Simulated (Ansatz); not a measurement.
This script makes relaxations under a series of pressures of ZrO2, space group Fm-3m with Ansatz 0.2.0 through its Python package.

`compress.py`:
```python
import ansatz
import numpy as np

def edges_and_angles(cell):
    cell = np.asarray(cell)
    a, b, c = np.linalg.norm(cell, axis=1)
    cosines = cell[1] @ cell[2] / (b * c), cell[0] @ cell[2] / (a * c), cell[0] @ cell[1] / (a * b)
    return (a, b, c, *np.degrees(np.arccos(cosines)))

zro2 = (
    ansatz.Lattice.fcc(5.07)
    .space_group(225)
    .atom('Zr', (0.0, 0.0, 0.0))
    .atom('O', (0.25, 0.75, 0.75))
    .primitive()
)

model = (
    zro2.calculation()
    .kpoints(8)
    .basis(420)
    .occupations(ansatz.OccupationsMethod.FIXED)
    .functional('pbe')
)

rows = []
for pressure in [0, 2, 4, 6, 8]:
    result = model.relax(cell=True, pressure=pressure, force_tolerance=0.01).run()
    cell = result.lattice.cell_ang
    n_atoms = len(result.lattice.sites)
    volume = abs(np.linalg.det(cell)) / n_atoms
    enthalpy = result.report['free_energy_ev'] / n_atoms + pressure * volume / 160.21766
    rows.append((pressure, volume, enthalpy, *edges_and_angles(cell)))
    print(f'{pressure} GPa done: {volume:.4f} A^3/atom')

print(' P (GPa)  V (A^3/atom)  H (eV/atom)     a       b       c')
for row in rows:
    print('{:8.1f} {:12.4f} {:14.5f} {:7.4f} {:7.4f} {:7.4f}'.format(*row[:6]))
p, v = np.array([row[0] for row in rows], float), np.array([row[1] for row in rows])
print('mean bulk modulus between rows (GPa):', np.round(-np.diff(p) / np.diff(np.log(v)), 1))
```

From its runs, with one value withheld:

| P (GPa) | relaxed V (Å³/atom) |
| --- | --- |
| 0 | 11.157 |
| 2 | 11.065 |
| 4 | 10.977 |
| 6 | 10.891 |
| 8 | ? |

What volume does the cell relax to at 8 GPa?

Murnaghan's form V = V0 (1 + B' P / B0)^(-1/B') through the 4 rows shown gives V0 = 11.157 Å³, B0 = 238.6 GPa and B' = 3.28, and so 10.808 Å³ an atom at 8 GPa. The run gave 10.811 Å³, 0.03 % away.

Caveats:
- No spin polarisation was allowed.
- At a fixed pressure a relaxation lowers the enthalpy F + PV, while F alone can rise.
- Of the deposited cell: the entry's cell lengths or inner coordinates differ somewhat from later room-temperature determinations.
- This is a high-temperature or high-pressure form, not the ambient phase.
- The structure is a deposited one; some such entries were measured under pressure or heat, so a shift against it needn't be the functional's error alone.
- Symmetry holds the cell in this phase, whether or not it is the stable one at each pressure.
- Hardware and time: 21 s on 1 thread of Arm Neoverse V1 (shared host), peak memory 0.38 GiB.
